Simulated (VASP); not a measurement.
# Lu (Im-3m) in VASP: further runs

One crystal, Lu, is run at these levels: PBE+D4, r2SCAN, PBE; tasks: single point.

Everything below comes from runs of VASP 6.6.1. Logs are shortened: lines on timing, memory, paths and dates and some standing lists are left out, and cuts for length are marked.

**1. The structure**

The structure is cubic, space group Im-3m (No. 229). The conventional cell has a = 3.908 Å, b = 3.908 Å, c = 3.908 Å, α = 90.00°, β = 90.00°, γ = 90.00°. Lu (site symmetry m-3m) is surrounded by 8 Lu at 3.38 Å.

This isn't the form of Lu at room conditions, which is hcp.

**2. Single point, PBE+D4, collinear spin, typed start**

INCAR

```
PREC = Accurate
ENCUT = 520
EDIFF = 1E-6
ISMEAR = -1
SIGMA = 0.1
LREAL = F
LASPH = T
NELM = 150
ALGO = Normal
ISIF = 2
LWAVE = F
LCHARG = F
ISPIN = 2
MAGMOM = -0.5
LORBIT = 11
GGA = PE
IVDW = 13
NBANDS = 22
```

KPOINTS

```
regular mesh
0
Gamma
  10 10 10
```

POSCAR

```
Lu
1.0
   -1.9541071088      1.9541071088      1.9541071088
    1.9541071088     -1.9541071088      1.9541071088
    1.9541071088      1.9541071088     -1.9541071088
Lu
1
Direct
    0.0000000000      0.0000000000      0.0000000000
```

Potentials or basis: VASP PAW PBE potentials, release 64 (Lu).

Command:

```bash
cat potpaw_PBE.64/Lu/POTCAR > POTCAR
mpirun -np 1 vasp_std > vasp.out
```

OUTCAR:

```text
PREC = Accurate
   ENCUT = 520
   EDIFF = 1E-6
   ISMEAR = -1
   LREAL = F
   LASPH = T
   NELM = 150
   ISIF = 2
   ISPIN = 2
   LORBIT = 11
   GGA = PE
   IVDW = 13

 ion  position               nearest neighbor table
   1  0.000  0.000  0.000-

  LATTYP: Found a body centered cubic cell.
 ALAT       =     3.9082142176

  Lattice vectors:

 A1 = (  -1.9541071088,   1.9541071088,   1.9541071088)
 A2 = (   1.9541071088,  -1.9541071088,   1.9541071088)
 A3 = (   1.9541071088,   1.9541071088,  -1.9541071088)

Analysis of symmetry for initial positions (statically):
=====================================================================
 Subroutine PRICEL returns:
 Original cell was already a primitive cell.

 Routine SETGRP: Setting up the symmetry group for a
 body centered cubic supercell.

 Subroutine GETGRP returns: Found 48 space group operations
 (whereof 48 operations were pure point group operations)
 out of a pool of 48 trial point group operations.

The static configuration has the point symmetry O_h .

Analysis of symmetry for dynamics (positions and initial velocities):
=====================================================================
 Subroutine PRICEL returns:
 Original cell was already a primitive cell.

 Routine SETGRP: Setting up the symmetry group for a
 body centered cubic supercell.

 Subroutine GETGRP returns: Found 48 space group operations
 (whereof 48 operations were pure point group operations)
 out of a pool of 48 trial point group operations.

The dynamic configuration has the point symmetry O_h .

Analysis of structural, dynamic, and magnetic symmetry:
=====================================================================
 Subroutine PRICEL returns:
 Original cell was already a primitive cell.

 Routine SETGRP: Setting up the symmetry group for a
 body centered cubic supercell.

 Subroutine GETGRP returns: Found 48 space group operations
 (whereof 48 operations were pure point group operations)
 out of a pool of 48 trial point group operations.

The overall configuration has the point symmetry O_h .

 Subroutine INISYM returns: Found 48 space group operations
 (whereof 48 operations are pure point group operations),
 and found     1 'primitive' translations

----------------------------------------------------------------------------------------

                                     Primitive cell

  volume of cell :      29.8473

  direct lattice vectors                    reciprocal lattice vectors
    -1.954107109  1.954107109  1.954107109     0.000000000  0.255871338  0.255871338
[... 101 lines left out ...]
   IALGO  =     38    algorithm
   IMIX   =      4    mixing-type and parameters
     AMIX     =   0.40;   BMIX     =  1.00
     AMIX_MAG =   1.60;   BMIX_MAG =  1.00
  volume/ion in A,a.u.               =      29.85       201.42
  Fermi-wavevector in a.u.,A,eV,Ry     =   1.543191  2.916209 32.401456  2.381440
  Thomas-Fermi vector in A             =   2.648889
   LORBIT       =     11    0 simple, 1 ext, 2 COOP (PROOUT), +10 PAW based schemes
   GGA     = PE    functional components
   LHFCALC =     F    Hartree Fock is set to
   AEXX    =    0.0000 exact exchange contribution
   IVDW    =    13    specifies the selected vdW correction
   LEPSILON=     F    determine dielectric tensor
   LRPA    =     F    only Hartree local field effects (RPA)
 spin polarized calculation
  energy-cutoff  :      520.00
  volume of cell :       29.85
 maximum number of plane-waves:       818
 NGX is ok and might be reduce to    28

 number of electron      24.9999996 magnetization       0.0251730

 number of electron      24.9999996 magnetization      -0.0014975

 Free energy of the ion-electron system (eV)
  ---------------------------------------------------
  ext. energy  EPLUGINS =         0.00000000
  ---------------------------------------------------
  free energy    TOTEN  =        -4.41662862 eV

  energy without entropy =       -4.34456153  energy(sigma->0) =       -4.38059507

 E-fermi :   2.2716     XC(G=0): -10.5561

 val. band max:        2.2339854105   @ k =   0.3000   0.2000  -0.0000
 cond. band min:       2.2727178592   @ k =   0.2000   0.2000   0.1000
 fundamental gap:      0.0387324487
 Fermi energy:         2.2715804147

 spin component 1

 k-point     1 :       0.0000    0.0000    0.0000
  band No.  band energies     occupation
      1     -54.1767      1.00000
      2     -24.6086      1.00000
      3     -24.6086      1.00000
      4     -24.6086      1.00000
      5      -3.8158      1.00000
      6      -2.9254      1.00000
[... 589 lines left out ...]
     21      17.9528      0.00000
     22      18.6364      0.00000

 [... further k-points ...]

 spin component 2

 k-point     1 :       0.0000    0.0000    0.0000
  band No.  band energies     occupation
      1     -54.1770      1.00000
      2     -24.6089      1.00000
      3     -24.6089      1.00000
      4     -24.6089      1.00000
      5      -3.8172      1.00000
      6      -2.9256      1.00000
[... 589 lines left out ...]
     21      17.9515      0.00000
     22      18.6351      0.00000

 [... further k-points ...]

------------------------ aborting loop because EDIFF is reached ----------------------------------------

  DFT-D4 for vdW energy calculation

  Edisp (eV):   -0.17794

  FORCE on cell =-STRESS in cart. coord.  units (eV):
  Direction    XX          YY          ZZ          XY          YZ          ZX
  --------------------------------------------------------------------------------------
  -------------------------------------------------------------------------------------
  Total      -0.20101    -0.20101    -0.20101    -0.00000    -0.00000     0.00000
  in kB     -10.79023   -10.79023   -10.79023    -0.00000    -0.00000     0.00000
  external pressure =      -10.79 kB  Pullay stress =        0.00 kB

 VOLUME and BASIS-vectors are now :
 -----------------------------------------------------------------------------
  energy-cutoff  :      520.00
  volume of cell :       29.85
      direct lattice vectors                 reciprocal lattice vectors
    -1.954107109  1.954107109  1.954107109     0.000000000  0.255871338  0.255871338
     1.954107109 -1.954107109  1.954107109     0.255871338  0.000000000  0.255871338
     1.954107109  1.954107109 -1.954107109     0.255871338  0.255871338  0.000000000

 POSITION                                       TOTAL-FORCE (eV/Angst)
 -----------------------------------------------------------------------------------
      0.00000      0.00000      0.00000         0.000000      0.000000     -0.000000
 -----------------------------------------------------------------------------------
    total drift:                               -0.000000     -0.000000     -0.000000

  FREE ENERGIE OF THE ION-ELECTRON SYSTEM (eV)
  ---------------------------------------------------
  free  energy   TOTEN  =        -4.5945643154 eV

  energy  without entropy=       -4.5224972235  energy(sigma->0) =       -4.55853077

 total charge

# of ion       s       p       d       f       tot
--------------------------------------------------
    1        2.346   6.051   0.740  13.955  23.091

 magnetization (x)

# of ion       s       p       d       f       tot
--------------------------------------------------
    1        0.000  -0.000  -0.000  -0.000  -0.001
```

OSZICAR:

```text
N       E                     dE             d eps       ncg     rms          rms(c)
DAV:   1     0.100988190710E+03    0.10099E+03   -0.94592E+03  5468   0.376E+03
DAV:   2     0.322076647253E+01   -0.97767E+02   -0.93950E+02  4844   0.427E+02
DAV:   3    -0.427472727926E+01   -0.74955E+01   -0.74201E+01  4592   0.692E+01
DAV:   4    -0.448022939231E+01   -0.20550E+00   -0.20514E+00  5090   0.108E+01
DAV:   5    -0.448541536416E+01   -0.51860E-02   -0.51854E-02  4972   0.169E+00    0.453E+00
DAV:   6    -0.443785926790E+01    0.47556E-01   -0.15130E-01  6752   0.558E+00    0.199E+00
DAV:   7    -0.441927185684E+01    0.18587E-01   -0.28900E-02  5566   0.143E+00    0.115E+00
DAV:   8    -0.441684201533E+01    0.24298E-02   -0.83558E-03  5800   0.668E-01    0.202E-01
DAV:   9    -0.441653082675E+01    0.31119E-03   -0.81716E-04  5918   0.249E-01    0.111E-01
DAV:  10    -0.441656516381E+01   -0.34337E-04   -0.14060E-04  6128   0.113E-01    0.570E-02
DAV:  11    -0.441661349449E+01   -0.48331E-04   -0.68505E-05  4688   0.616E-02    0.143E-02
DAV:  12    -0.441661884869E+01   -0.53542E-05   -0.62681E-06  5482   0.177E-02    0.571E-03
DAV:  13    -0.441662335825E+01   -0.45096E-05   -0.11870E-06  4216   0.103E-02    0.406E-03
DAV:  14    -0.441662618477E+01   -0.28265E-05   -0.20773E-06  4578   0.835E-03    0.260E-03
DAV:  15    -0.441662780864E+01   -0.16239E-05   -0.13182E-06  4384   0.762E-03    0.190E-03
DAV:  16    -0.441662862003E+01   -0.81140E-06   -0.13208E-06  4614   0.844E-03
   1 F= -.45945643E+01 E0= -.45585308E+01  d E =-.720671E-01  mag=    -0.0005
```

stdout:

```text
POSCAR found type information on POSCAR Lu
 POSCAR found :  1 types and       1 ions
 scaLAPACK will be used
 LDA part: xc-table for (Slater+PW92), standard interpolation
 POSCAR, INCAR and KPOINTS ok, starting setup
 FFT: planning ... GRIDC
 FFT: planning ... GRID_SOFT
 FFT: planning ... GRID
 WAVECAR not read
 entering main loop
```

It took 1.7 min on 1 thread of Intel Xeon Platinum 8488C (Sapphire Rapids), shared host; peak memory 0.21 GiB.

Results:

```yaml
Free_energy: -4.5946 eV
Pressure: -1.1 GPa
Band_gap_on_the_k_mesh: none (metal or under the smearing width)
Net_moment: 0.00 μB per cell
Valence_electrons_inside_the_program's_atomic_spheres: Lu 23.09
Dispersion_energy_per_atom: -0.178 eV
```

Caveat: spin-orbit coupling is left out, which moves the levels of the heavy elements; pairwise dispersion overbinds metals, which lowers pressure and volume.

**3. Single point, r2SCAN**

POSCAR is that of step 2.

INCAR.step1

```
SYSTEM = Lu
PREC = Accurate
ENCUT = 520
ISMEAR = -5
SIGMA = 0.05
LREAL = .FALSE.
LASPH = .TRUE.
NELM = 60
GGA = PE
ALGO = Normal
EDIFF = 1E-4
LWAVE = .TRUE.
LCHARG = .FALSE.
```

INCAR.step2

```
SYSTEM = Lu
PREC = Accurate
ENCUT = 520
EDIFF = 1E-6
ISMEAR = -1
SIGMA = 0.05
LREAL = .FALSE.
LASPH = .TRUE.
NELM = 60
ALGO = Normal
ISIF = 2
LWAVE = .FALSE.
LCHARG = .FALSE.
METAGGA = R2SCAN
LMIXTAU = .TRUE.
LORBIT = 10
ISTART = 1
```

KPOINTS

```
Automatic mesh
0
G
  10 10 10
  0 0 0
```

Potentials or basis: VASP PAW PBE potentials, release 64 (Lu).

Command:

```bash
cat potpaw_PBE.64/Lu/POTCAR > POTCAR
cp INCAR.step1 INCAR
mpirun -np 1 vasp_std > vasp.out
cp INCAR.step2 INCAR
mpirun -np 1 vasp_std > vasp.out
```

Run time: 1.9 min. Hardware: 1 thread of Intel Xeon Platinum 8488C (Sapphire Rapids), shared host; peak memory 0.18 GiB.

Results (log left out):

```yaml
Free_energy: -37.9551 eV
Pressure: -0.3 GPa
Band_gap_on_the_k_mesh: none (metal or under the smearing width)
Valence_electrons_inside_the_program's_atomic_spheres: Lu 23.03
```

Levels at points of the mesh, in eV from the Fermi level:
| k point | band 10 | band 11 | band 12 | band 13 | band 14 | band 15 |
| --- | --- | --- | --- | --- | --- | --- |
| (0.00, 0.00, 0.00) | -5.33 | -5.33 | -5.31 | 2.44 | 2.44 | 2.44 |
| (0.50, 0.00, 0.00) | -5.33 | -5.32 | -2.51 | 0.27 | 0.60 | 4.40 |
| (0.50, 0.50, 0.50) | -5.32 | -5.32 | -1.56 | -1.56 | 5.88 | 5.88 |

Caveat: the PAW data sets were made with another functional, which shifts forces and pressure a little. Spin-orbit coupling is left out, which matters for the levels of Lu.

[end of part 1 of 2]
